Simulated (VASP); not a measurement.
# K (I4_1/amd) in VASP: a series of runs, part 2 of 2

VASP 6.6.1. The steps go on from the part before.

## Step 4: Single point, LDA

This run uses another cell than the first one, of 75.17 Å³/atom, 0.958 times its volume.

The input, INCAR:

```
PREC     = Accurate       # precision mode
ENCUT    = 520            # plane-wave cutoff, eV
EDIFF    = 1E-6           # SCF threshold, eV
ISMEAR   = -1             # smearing method
SIGMA    = 0.039          # smearing width, eV
LREAL    = F              # projectors in reciprocal space
LASPH    = T              # aspherical terms in the spheres
NELM     = 100            # most SCF steps
ALGO     = Fast           # electronic algorithm
ISIF     = 2              # what is computed and relaxed
LWAVE    = F              # write WAVECAR
LCHARG   = T              # write CHGCAR
LELF     = T              # ELF
LVHAR    = T            
NBANDS   = 16             # bands
```

The input, KPOINTS:

```
Automatic mesh
0
Gamma
  2 2 2
```

The input, POSCAR:

```
K
1.0
   -2.3251872969      2.3251872969      6.9515451650
    2.3251872969     -2.3251872969      6.9515451650
    2.3251872969      2.3251872969     -6.9515451650
K
2
Direct
    1.0720000000      1.2870000000      0.9180000000
    1.3220000000      1.0370000000      0.4180000000
```

Potentials or basis: VASP PAW LDA potentials, release 64 (K_sv).

On the command line:

```bash
> cat potpaw_LDA.64/K_sv/POTCAR > POTCAR
> mpirun -np 1 vasp_std > vasp.out
```

OUTCAR:

```text
PREC = Accurate
   ENCUT = 520
   EDIFF = 1E-6
   ISMEAR = -1
   LREAL = F
   LASPH = T
   NELM = 100
   ISIF = 2

 ion  position               nearest neighbor table
   1  0.072  0.287  0.918-
   2  0.322  0.037  0.418-

  LATTYP: Found a body centered tetragonal cell.
 ALAT       =     4.6503745938
 C/A-ratio  =     2.9896710576

  Lattice vectors:

 A1 = (  -2.3251872969,   2.3251872969,   6.9515451650)
 A2 = (   2.3251872969,  -2.3251872969,   6.9515451650)
 A3 = (   2.3251872969,   2.3251872969,  -6.9515451650)

Analysis of symmetry for initial positions (statically):
=====================================================================
 Subroutine PRICEL returns:
 Original cell was already a primitive cell.

 Routine SETGRP: Setting up the symmetry group for a
 body centered tetragonal supercell.

 Subroutine GETGRP returns: Found 16 space group operations
[... 141 lines left out ...]
  ext. energy  EPLUGINS =         0.00000000
  ---------------------------------------------------
  free energy    TOTEN  =        -1.93120443 eV

  energy without entropy =       -1.90909364  energy(sigma->0) =       -1.92014904

 E-fermi :  -0.2857     XC(G=0):  -5.7655

 val. band max:       -0.5843539707   @ k =   0.5000   0.0000   0.0000
 cond. band min:      -0.2429747368   @ k =   0.5000   0.0000   0.0000
 fundamental gap:      0.3413792339
 Fermi energy:        -0.2857224196

 k-point     1 :       0.0000    0.0000    0.0000
  band No.  band energies     occupation
      1     -32.1839      2.00000
      2     -32.1707      2.00000
      3     -15.9853      2.00000
      4     -15.8805      2.00000
      5     -15.8805      2.00000
      6     -15.8645      2.00000
[... 53 lines left out ...]
      3     -15.9096      2.00000
      4     -15.9096      2.00000
      5     -15.8916      2.00000
      6     -15.8916      2.00000
[... 8 lines left out ...]
     15       3.6010      0.00000
     16       3.6014      0.00000

------------------------ aborting loop because EDIFF is reached ----------------------------------------

  FORCE on cell =-STRESS in cart. coord.  units (eV):
  Direction    XX          YY          ZZ          XY          YZ          ZX
  --------------------------------------------------------------------------------------
  -------------------------------------------------------------------------------------
  Total       -0.0114960     -0.0114960     -0.0126337      0.0000000      0.0000000      0.0000000
  in kB       -0.1225179     -0.1225179     -0.1346435      0.0000000      0.0000000      0.0000000
  external PRESSURE =      -0.1265598 kB  Pullay stress =       0.0000000 kB

 VOLUME and BASIS-vectors are now :
 -----------------------------------------------------------------------------
  energy-cutoff  :      520.00
  volume of cell :      150.33
      direct lattice vectors                 reciprocal lattice vectors
    -2.325187297  2.325187297  6.951545165     0.000000000  0.215036441  0.071926455
     2.325187297 -2.325187297  6.951545165     0.215036441  0.000000000  0.071926455
     2.325187297  2.325187297 -6.951545165     0.215036441  0.215036441  0.000000000

 POSITION                                       TOTAL-FORCE (eV/Angst)
 -----------------------------------------------------------------------------------
      2.63444      1.63461     -3.88591         0.000000     -0.000000      0.000000
      0.30925      1.63461     -0.41014        -0.000000      0.000000     -0.000000
 -----------------------------------------------------------------------------------
    total drift:                                0.000000     -0.000001     -0.000004

  FREE ENERGIE OF THE ION-ELECTRON SYSTEM (eV)
  ---------------------------------------------------
  free  energy   TOTEN  =        -1.9312044325 eV

  energy  without entropy=       -1.9090936438  energy(sigma->0) =       -1.92014904
```

Run time: 34 s. Hardware: 1 thread of Intel Xeon Platinum 8259CL at 2.50GHz (Skylake/Cascade Lake), shared host; peak memory 0.32 GiB.

Results:

* Free energy: -1.9312 eV
* Pressure: 0.0 GPa
* Band gap on the k mesh: none (metal or under the smearing width)

Levels at points of the mesh, in eV from the Fermi level:
| k point | band 5 | band 6 | band 7 | band 8 | band 9 | band 10 | band 11 | band 12 | band 13 | band 14 |
| --- | --- | --- | --- | --- | --- | --- | --- | --- | --- | --- |
| (0.00, 0.00, 0.00) | -15.59 | -15.58 | -15.58 | -15.55 | -2.17 | 0.76 | 1.11 | 2.90 | 2.91 | 4.12 |
| (0.50, 0.00, 0.00) | -15.60 | -15.60 | -15.57 | -15.57 | -0.30 | 0.04 | 1.08 | 1.37 | 2.52 | 4.04 |
| (0.50, 0.50, 0.00) | -15.62 | -15.62 | -15.58 | -15.58 | 1.17 | 1.17 | 1.53 | 1.53 | 2.24 | 2.24 |
| (0.50, 0.50, 0.50) | -15.61 | -15.61 | -15.57 | -15.57 | -1.29 | -1.29 | 2.39 | 2.39 | 3.85 | 3.85 |

Caveat: the k mesh is coarse (spacing up to 0.96 Å⁻¹), so the values aren't converged.

## Step 5: Relaxation of cell and atoms, LDA

The input, INCAR:

```
SYSTEM = K
PREC = Accurate
ENCUT = 600
EDIFF = 1E-6
ISMEAR = -1
SIGMA = 0.039
LREAL = .False.
LASPH = .True.
NELM = 100
ALGO = Fast
ISIF = 3
LWAVE = .False.
LCHARG = .False.
IBRION = 2
NSW = 50
EDIFFG = -0.007
```

The input, KPOINTS:

```
Automatic mesh
0
Gamma
  2 2 2
  0 0 0
```

The input, POSCAR:

```
K
1.0
   -2.2081090471      2.2081090471      8.0458679461
    2.2081090471     -2.2081090471      8.0458679461
    2.2081090471      2.2081090471     -8.0458679461
K
2
Direct
    1.0720000000      1.2870000000      0.9180000000
    1.3220000000      1.0370000000      0.4180000000
```

Potentials or basis: VASP PAW LDA potentials, release 64 (K_sv).

On the command line:

```bash
> cat potpaw_LDA.64/K_sv/POTCAR > POTCAR
> mpirun -np 1 vasp_std > vasp.out
```

OUTCAR:

```text
SYSTEM = K
   PREC = Accurate
   ENCUT = 600
   EDIFF = 1E-6
   ISMEAR = -1
   LREAL = .False.
   LASPH = .True.
   NELM = 100
   ISIF = 3
   IBRION = 2
   NSW = 50
   EDIFFG = -0.007

 ion  position               nearest neighbor table
   1  0.072  0.287  0.918-
   2  0.322  0.037  0.418-

  LATTYP: Found a body centered tetragonal cell.
 ALAT       =     4.4162180942
 C/A-ratio  =     3.6437819757

  Lattice vectors:

 A1 = (  -2.2081090471,   2.2081090471,   8.0458679461)
 A2 = (   2.2081090471,  -2.2081090471,   8.0458679461)
 A3 = (   2.2081090471,   2.2081090471,  -8.0458679461)

Analysis of symmetry for initial positions (statically):
=====================================================================
 Subroutine PRICEL returns:
 Original cell was already a primitive cell.

 Routine SETGRP: Setting up the symmetry group for a
 body centered tetragonal supercell.

 Subroutine GETGRP returns: Found 16 space group operations
 (whereof  1 operations were pure point group operations)
 out of a pool of 16 trial point group operations.

The static configuration has the point symmetry C_1 .
 The point group associated with its full space group is D_4h.

Analysis of symmetry for dynamics (positions and initial velocities):
[... 148 lines left out ...]
  --------------------------------------------------------------------------------------
  -------------------------------------------------------------------------------------
  Total        0.0932196      0.0932196     -0.6858355      0.0000000     -0.0000000      0.0000000
  in kB        0.9517959      0.9517959     -7.0025569      0.0000000     -0.0000000      0.0000000
  external PRESSURE =      -1.6996551 kB  Pullay stress =       0.0000000 kB
[... 89 lines left out ...]
  FREE ENERGIE OF THE ION-ELECTRON SYSTEM (eV)
  ---------------------------------------------------
  free  energy   TOTEN  =        -1.8955853282 eV

  energy  without entropy=       -1.8731909677  energy(sigma->0) =       -1.88438815

[... ionic steps 4 to 10 ...]

--------------------------------------- Ionic step       11  -------------------------------------------

 number of electron      18.0000000 magnetization

------------------------ aborting loop because EDIFF is reached ----------------------------------------
[... 67 lines left out ...]
--------------------------------------- Ionic step       13  -------------------------------------------

 number of electron      18.0000000 magnetization

 Free energy of the ion-electron system (eV)
  ---------------------------------------------------
  ext. energy  EPLUGINS =         0.00000000
  ---------------------------------------------------
  free energy    TOTEN  =        -1.93107666 eV

  energy without entropy =       -1.90896621  energy(sigma->0) =       -1.92002143

 E-fermi :  -0.2865     XC(G=0):  -5.7644

 val. band max:       -0.5852063976   @ k =   0.5000   0.0000   0.0000
 cond. band min:      -0.2437438809   @ k =   0.5000   0.0000   0.0000
 fundamental gap:      0.3414625166
 Fermi energy:        -0.2864917724

 k-point     1 :       0.0000    0.0000    0.0000
  band No.  band energies     occupation
      1     -32.1838      2.00000
      2     -32.1706      2.00000
      3     -15.9855      2.00000
      4     -15.8808      2.00000
      5     -15.8808      2.00000
      6     -15.8647      2.00000
      7     -15.8647      2.00000
      8     -15.8323      2.00000
      9      -2.4550      2.00000
     10       0.4737      0.00000
     11       0.8290      0.00000
     12       2.6175      0.00000
     13       2.6212      0.00000
[... 75 lines left out ...]
  FREE ENERGIE OF THE ION-ELECTRON SYSTEM (eV)
  ---------------------------------------------------
  free  energy   TOTEN  =        -1.9310766574 eV

  energy  without entropy=       -1.9089662117  energy(sigma->0) =       -1.92002143

 reached required accuracy - stopping structural energy minimisation
```

It took 8.1 min on 1 thread of Intel Xeon Platinum 8259CL at 2.50GHz (Skylake/Cascade Lake), shared host; peak memory 0.49 GiB.

Results:

```
Free energy                            : -1.9311 eV
Relaxed volume                         : 75.19 Å³/atom
Relaxed cell                           : a = 7.690 Å, b = 7.690 Å, c = 7.690 Å, α = 144.79°, β = 144.79°, γ = 50.64°
Space group after relaxing (to 0.05 Å) : I4_1/amd (No. 141)
Energy gained by relaxing              : 48.6 meV/atom
Ionic steps                            : 13
Pressure after relaxing                : 0.0 GPa
Band gap on the k mesh                 : none (metal or under the smearing width)
```

The path:
```tsv
step	energy change (eV)	largest force (eV/Å)	pressure (GPa)	volume (Å³)
1	0.0000	0.0000	-0.17	156.92
2	-0.0142	0.0000	-0.15	155.02
3	-0.0616	0.0000	-0.05	149.18
4	-0.0850	0.0000	0.31	136.91
5	-0.0904	0.0000	0.18	140.66
6	-0.0947	0.0000	0.12	143.84
7	-0.0966	0.0000	0.02	149.37
8	-0.0967	0.0000	0.08	148.29
9	-0.0966	0.0000	0.04	148.88
10	-0.0967	0.0000	0.04	148.63
11	-0.0967	0.0000	0.04	148.46
12	-0.0971	0.0000	0.01	149.78
13	-0.0971	0.0000	-0.01	150.39
```

Final structure:
```yaml
crystal:
  lattice:
    - [-2.32568, 2.32568, 6.95104]
    - [2.32568, -2.32568, 6.95104]
    - [2.32568, 2.32568, -6.95104]
  atoms:
    - { symbol: K, position: [0.07200, 0.28700, 0.91800] }
    - { symbol: K, position: [0.32200, 0.03700, 0.41800] }
```

Levels at points of the mesh, in eV from the Fermi level:
```
           k point  band 5  band 6  band 7  band 8  band 9  band 10  band 11  band 12  band 13
(0.00, 0.00, 0.00)  -15.59  -15.58  -15.58  -15.55   -2.17     0.76     1.12     2.90     2.91
(0.50, 0.00, 0.00)  -15.60  -15.60  -15.57  -15.57   -0.30     0.04     1.08     1.37     2.52
(0.50, 0.50, 0.00)  -15.62  -15.62  -15.58  -15.58    1.17     1.17     1.53     1.53     2.24
(0.50, 0.50, 0.50)  -15.61  -15.61  -15.57  -15.57   -1.29    -1.29     2.39     2.39     3.89
```

Caveat: the k mesh is coarse (spacing up to 1.01 Å⁻¹), so the values aren't converged.

## Step 6: Overview

| task | level | potentials or basis | cell | k mesh | cutoff (eV) | smearing | mesh quality | gap on the mesh (eV) | pressure (GPa) |
| --- | --- | --- | --- | --- | --- | --- | --- | --- | --- |
| single point | PBE | VASP PAW PBE potentials, release 64 (K_sv) | I4_1/amd, 78.46 Å³/atom | 6 × 6 × 6 | 520 | gaussian 0.1 eV | not flagged | none | -0.1 |
| single point | LDA | VASP PAW LDA potentials, release 64 (K_sv) | I4_1/amd, 75.17 Å³/atom | 2 × 2 × 2 | 520 | fermi-dirac 0.039 eV | coarse | none | 0.0 |
| relaxation of cell and atoms | LDA | VASP PAW LDA potentials, release 64 (K_sv) | relaxed | 2 × 2 × 2 | 600 | fermi-dirac 0.039 eV | coarse | none | 0.0 |

Alike in all rows: no spin polarisation.

Caveats: some runs use coarse meshes.

Total energies depend on the potentials used, so only differences within one code and one set of settings carry meaning.
